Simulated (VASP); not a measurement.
# Re in VASP: reference runs

Aim: a first look at Re with PBE, on the cell as given.

Program: VASP 6.6.1. These are calculated values, not measurements. Logs are shortened: lines on timing, memory, paths and dates and some standing lists are left out, and cuts for length are marked.

## Step 1: The undisturbed slab

The cell holds a slab with vacuum, 5 atoms: a = 2.768 Å, b = 2.768 Å, c = 23.930 Å, α = 90.00°, β = 90.00°, γ = 120.00°.

The slab is cut from a database's or a generator's crystal, which needn't be the stable form of the element.

## Step 2: Single point, PBE (the (0 0 1) slab of Re, cut from the database cell, not relaxed)

INCAR

```
SYSTEM = Re
PREC = Accurate ; ENCUT = 520
EDIFF = 1E-7 ; ISMEAR = -1
SIGMA = 0.05 ; LREAL = .False.
LASPH = .True. ; NELM = 100
ALGO = Normal ; ISIF = 2
LWAVE = .False. ; LCHARG = .False.
LDIPOL = .True. ; IDIPOL = 3
DIPOL = 0.5 0.5 0.500 ; GGA = PE
NBANDS = 26
```

KPOINTS

```
regular mesh
0
Gamma
  11 11 1
  0 0 0
```

POSCAR

```
Re
1.0
    2.7678463049      0.0000000000      0.0000000000
   -1.3839231524      2.3970252137      0.0000000000
    0.0000000000      0.0000000000     23.9295344977
Re
5
Direct
    0.6666666667      0.3333333333      0.3134202214
    0.0000000000      0.0000000000      0.4066492146
    0.6666666667      0.3333333333      0.5000000000
    0.3333333333      0.6666666667      0.5933507854
    0.6666666667      0.3333333333      0.6865797786
```

Potentials or basis: VASP PAW PBE potentials, release 64 (Re).

Started as:

```
cat potpaw_PBE.64/Re/POTCAR > POTCAR
mpirun -np 1 vasp_std > vasp.out
```

OUTCAR:

```text
SYSTEM = Re
   PREC = Accurate
   ENCUT = 520
   EDIFF = 1E-7
   ISMEAR = -1
   LREAL = .False.
   LASPH = .True.
   NELM = 100
   ISIF = 2
   GGA = PE

 ion  position               nearest neighbor table
   1  0.667  0.333  0.313-   2 2.74   2 2.74   2 2.74
   2  0.000  0.000  0.407-   1 2.74   1 2.74   1 2.74   3 2.75   3 2.75   3 2.75
   3  0.667  0.333  0.500-   4 2.75   2 2.75   4 2.75   2 2.75   2 2.75   4 2.75
   4  0.333  0.667  0.593-   5 2.74   5 2.74   5 2.74   3 2.75   3 2.75   3 2.75
   5  0.667  0.333  0.687-   4 2.74   4 2.74   4 2.74

  LATTYP: Found a hexagonal cell.
 ALAT       =     2.7678463049
 C/A-ratio  =     8.6455430908

  Lattice vectors:

 A1 = (   2.7678463049,   0.0000000000,   0.0000000000)
 A2 = (  -1.3839231524,   2.3970252137,   0.0000000000)
 A3 = (   0.0000000000,   0.0000000000,  23.9295344977)

Analysis of symmetry for initial positions (statically):
=====================================================================
 Subroutine PRICEL returns:
 Original cell was already a primitive cell.

 Routine SETGRP: Setting up the symmetry group for a
 hexagonal supercell.

 Subroutine GETGRP returns: Found 12 space group operations
 (whereof  6 operations were pure point group operations)
 out of a pool of 24 trial point group operations.

The static configuration has the point symmetry C_3v.
 The point group associated with its full space group is D_3d.

Analysis of symmetry for dynamics (positions and initial velocities):
=====================================================================
 Subroutine PRICEL returns:
 Original cell was already a primitive cell.

 Routine SETGRP: Setting up the symmetry group for a
 hexagonal supercell.

 Subroutine GETGRP returns: Found 12 space group operations
 (whereof  6 operations were pure point group operations)
 out of a pool of 24 trial point group operations.

The dynamic configuration has the point symmetry C_3v.
 The point group associated with its full space group is D_3d.

 Subroutine INISYM returns: Found 12 space group operations
 (whereof  6 operations are pure point group operations),
 and found     1 'primitive' translations

----------------------------------------------------------------------------------------

                                     Primitive cell

  volume of cell :     158.7628

  direct lattice vectors                    reciprocal lattice vectors
     2.767846305  0.000000000  0.000000000     0.361291737  0.208591882  0.000000000
    -1.383923152  2.397025214  0.000000000     0.000000000  0.417183764  0.000000000
     0.000000000  0.000000000 23.929534498     0.000000000  0.000000000  0.041789363

  length of vectors
     2.767846305  2.767846305 23.929534498     0.417183764  0.417183764  0.041789363

  position of ions in fractional coordinates (direct lattice)
     0.666666667  0.333333333  0.313420221
     0.000000000  0.000000000  0.406649215
     0.666666667  0.333333333  0.500000000
     0.333333333  0.666666667  0.593350785
     0.666666667  0.333333333  0.686579779

  ion indices of the primitive-cell ions
   primitive index   ion index
                 1           1
                 2           2
                 3           3
                 4           4
                 5           5

----------------------------------------------------------------------------------------

 KPOINTS: regular mesh

Automatic generation of k-mesh.
 Grid dimensions read from file:
 generate k-points for:   11   11    1

 Generating k-lattice:

  Cartesian coordinates                     Fractional coordinates (reciprocal lattice)
     0.032844703  0.018962898  0.000000000     0.090909091  0.000000000  0.000000000
     0.000000000  0.037925797  0.000000000     0.000000000  0.090909091  0.000000000
     0.000000000  0.000000000  0.041789363     0.000000000  0.000000000  1.000000000

  Length of vectors
     0.037925797  0.037925797  0.041789363

  Shift w.r.t. Gamma in fractional coordinates (k-lattice)
     0.000000000  0.000000000  0.000000000

 Subroutine IBZKPT returns following result:
 ===========================================

 Found     16 irreducible k-points:

 Following reciprocal coordinates:
            Coordinates               Weight
  0.000000  0.000000  0.000000      1.000000
  0.090909  0.000000  0.000000      6.000000
  0.181818  0.000000  0.000000      6.000000
  0.272727  0.000000  0.000000      6.000000
  0.363636  0.000000  0.000000      6.000000
  0.454545  0.000000  0.000000      6.000000
[... 8 lines left out ...]
  0.272727  0.272727  0.000000      6.000000
  0.363636  0.272727  0.000000      6.000000
   k-points           NKPTS =     16   k-points in BZ     NKDIM =     16   number of bands    NBANDS=     26
   number of dos      NEDOS =    301   number of ions     NIONS =      5
   total plane-waves  NPLWV = 103680
   dimension x,y,z NGX =    24 NGY =   24 NGZ =  180
   dimension x,y,z NGXF=    48 NGYF=   48 NGZF=  360
   ions per type =               5
   NGX,Y,Z   is equivalent  to a cutoff of  14.42, 14.42, 12.51 a.u.
   NGXF,Y,Z  is equivalent  to a cutoff of  28.83, 28.83, 25.01 a.u.
 SYSTEM =  Re
   PREC   = accura    normal or accurate (medium, high low for compatibility)
   ISTART =      0    job   : 0-new  1-cont  2-samecut
   ICHARG =      2    charge: 1-file 2-atom 10-const
   ISPIN  =      1    spin polarized calculation?
   LNONCOLLINEAR =      F non collinear calculations
   LSORBIT =      F    spin-orbit coupling
   LASPH  =      T    aspherical Exc in radial PAW
   ENCUT  =  520.0 eV  38.22 Ry    6.18 a.u.   5.15  5.15 44.49*2*pi/ulx,y,z
   NELM   =    100;   NELMIN=  2; NELMDL= -5     # of ELM steps
   EDIFF  = 0.1E-06   stopping-criterion for ELM
   LREAL  =      F    real-space projection
   EDIFFG = 0.1E-05   stopping-criterion for IOM
   NSW    =      0    number of steps for IOM
   IBRION =     -1    ionic relax: 0-MD 1-quasi-New 2-CG
   NFREE  =      0    steps in history (QN), initial steepest desc. (CG)
   ISIF   =      2    stress and relaxation
   ISYM   =      2    0-nonsym 1-usesym 2-fastsym
   POTIM  = 0.5000    time-step for ionic-motion
   TEBEG  =    0.0;   TEEND  =   0.0 temperature during run
   PSTRESS=    0.0 pullay stress
   NELECT =      35.0000    total number of electrons
   NUPDOWN=      -1.0000    fix difference up-down
   EMIN   =  10.00;   EMAX   =-10.00  energy-range for DOS
   EFERMI =   0.00;   METHOD = LEGACY
   ISMEAR =    -1;   SIGMA  =   0.05  broadening in eV -4-tet -1-fermi 0-gaus
   EFERMI_NEDOS =   21; number of points for ismear=-14 and -15
   IALGO  =     38    algorithm
   IMIX   =      4    mixing-type and parameters
     AMIX     =   0.40;   BMIX     =  1.00
     AMIX_MAG =   1.60;   BMIX_MAG =  1.00
  volume/ion in A,a.u.               =      31.75       214.28
  Fermi-wavevector in a.u.,A,eV,Ry     =   0.988966  1.868874 13.307222  0.978053
  Thomas-Fermi vector in A             =   2.120530
   LORBIT       =      0    0 simple, 1 ext, 2 COOP (PROOUT), +10 PAW based schemes
   GGA     = PE    functional components
   LHFCALC =     F    Hartree Fock is set to
   AEXX    =    0.0000 exact exchange contribution
   IVDW    =     0    specifies the selected vdW correction
   LEPSILON=     F    determine dielectric tensor
   LRPA    =     F    only Hartree local field effects (RPA)
 non-spin polarized calculation
  energy-cutoff  :      520.00
  volume of cell :      158.76
 maximum number of plane-waves:      4305
 NGX is ok and might be reduce to    24
   NGX = 11   NGY = 11   NGZ = 89

 dipolmoment           0.000000      0.000000     -0.000000 electrons x Angstroem

 number of electron      34.9999999 magnetization

 dipolmoment           0.000000      0.000000      0.000000 electrons x Angstroem

 Free energy of the ion-electron system (eV)
  ---------------------------------------------------
  ext. energy  EPLUGINS =         0.00000000
  ---------------------------------------------------
  free energy    TOTEN  =       -59.78620205 eV

  energy without entropy =      -59.75207648  energy(sigma->0) =      -59.76913927

 E-fermi :   1.0081     XC(G=0):  -7.2833

 val. band max:        0.9811078578   @ k =   0.0909   0.0909   0.0000
 cond. band min:       1.0136950239   @ k =   0.1818   0.0909   0.0000
 fundamental gap:      0.0325871661
 Fermi energy:         1.0080615342

 k-point     1 :       0.0000    0.0000    0.0000
  band No.  band energies     occupation
      1      -8.5154      2.00000
      2      -7.4608      2.00000
      3      -6.2609      2.00000
      4      -5.5417      2.00000
      5      -5.5372      2.00000
      6      -1.2522      2.00000
[... 18 lines left out ...]
     25       2.2665      0.00000
     26       3.4084      0.00000

 k-point     2 :       0.0909    0.0000    0.0000
  band No.  band energies     occupation
      1      -8.1889      2.00000
      2      -7.1463      2.00000
      3      -5.9375      2.00000
      4      -5.2126      2.00000
      5      -5.2017      2.00000
      6      -1.4886      2.00000
[... 18 lines left out ...]
     25       2.2998      0.00000
     26       3.3397      0.00000

 k-point     3 :       0.1818    0.0000    0.0000
  band No.  band energies     occupation
      1      -7.2993      2.00000
      2      -6.3271      2.00000
      3      -5.1418      2.00000
      4      -4.4340      2.00000
      5      -4.3450      2.00000
      6      -2.2676      2.00000
[... 340 lines left out ...]
 k-point    15 :       0.2727    0.2727    0.0000
  band No.  band energies     occupation
      1      -4.0226      2.00000
      2      -4.0090      2.00000
      3      -3.6644      2.00000
      4      -3.5734      2.00000
      5      -2.9234      2.00000
      6      -2.8967      2.00000
[... 18 lines left out ...]
     25       4.9991      0.00000
     26       7.2319      0.00000

 k-point    16 :       0.3636    0.2727    0.0000
  band No.  band energies     occupation
      1      -4.0219      2.00000
      2      -3.7088      2.00000
      3      -3.6631      2.00000
      4      -3.0959      2.00000
      5      -3.0663      2.00000
      6      -2.7911      2.00000
[... 18 lines left out ...]
     25       4.5576      0.00000
     26       7.8004      0.00000

------------------------ aborting loop because EDIFF is reached ----------------------------------------

 vacuum level on the upper side and lower side of the slab       (xc-potential included)        -0.174        -0.174

  FORCE on cell =-STRESS in cart. coord.  units (eV):
  Direction    XX          YY          ZZ          XY          YZ          ZX
  --------------------------------------------------------------------------------------
  -------------------------------------------------------------------------------------
  Total       -4.4472487     -4.4472487     -2.8112635     -0.0000000      0.0000000     -0.0000000
  in kB      -44.8800334    -44.8800334    -28.3702601     -0.0000000      0.0000000     -0.0000000
  external PRESSURE =     -39.3767756 kB  Pullay stress =       0.0000000 kB

 VOLUME and BASIS-vectors are now :
 -----------------------------------------------------------------------------
  energy-cutoff  :      520.00
  volume of cell :      158.76
      direct lattice vectors                 reciprocal lattice vectors
     2.767846305  0.000000000  0.000000000     0.361291737  0.208591882  0.000000000
    -1.383923152  2.397025214  0.000000000     0.000000000  0.417183764  0.000000000
     0.000000000  0.000000000 23.929534498     0.000000000  0.000000000  0.041789363

 POSITION                                       TOTAL-FORCE (eV/Angst)
 -----------------------------------------------------------------------------------
      1.38392      0.79901      7.50000         0.000000      0.000000      0.950046
      0.00000      0.00000      9.73093         0.000000      0.000000     -1.286739
      1.38392      0.79901     11.96477         0.000000     -0.000000      0.000000
     -0.00000      1.59802     14.19861        -0.000000     -0.000000      1.286739
      1.38392      0.79901     16.42953        -0.000000     -0.000000     -0.950046
 -----------------------------------------------------------------------------------
    total drift:                               -0.000000      0.000000      0.000000

  FREE ENERGIE OF THE ION-ELECTRON SYSTEM (eV)
  ---------------------------------------------------
  free  energy   TOTEN  =       -59.7862020459 eV

  energy  without entropy=      -59.7520764843  energy(sigma->0) =      -59.76913927

 vacuum level on the upper side and lower side of the slab         5.985         5.985
```

Run time: 4.4 min. Hardware: 1 thread of Intel Xeon Platinum 8375C at 2.90GHz (Ice Lake), shared host; peak memory 0.31 GiB.

What came out:

```yaml
Free_energy: -59.7862 eV
Largest_force: 1.287 eV/Å
Band_gap_on_the_k_mesh: none (metal or under the smearing width)
```

Forces in eV/Å, atoms in the order of the input:
```
Re   0.000  0.000  0.950
Re   0.000  0.000 -1.287
Re   0.000  0.000  0.000
Re   0.000  0.000  1.287
Re   0.000  0.000 -0.950
```

Spin-orbit coupling is left out, which matters for the levels of Re.
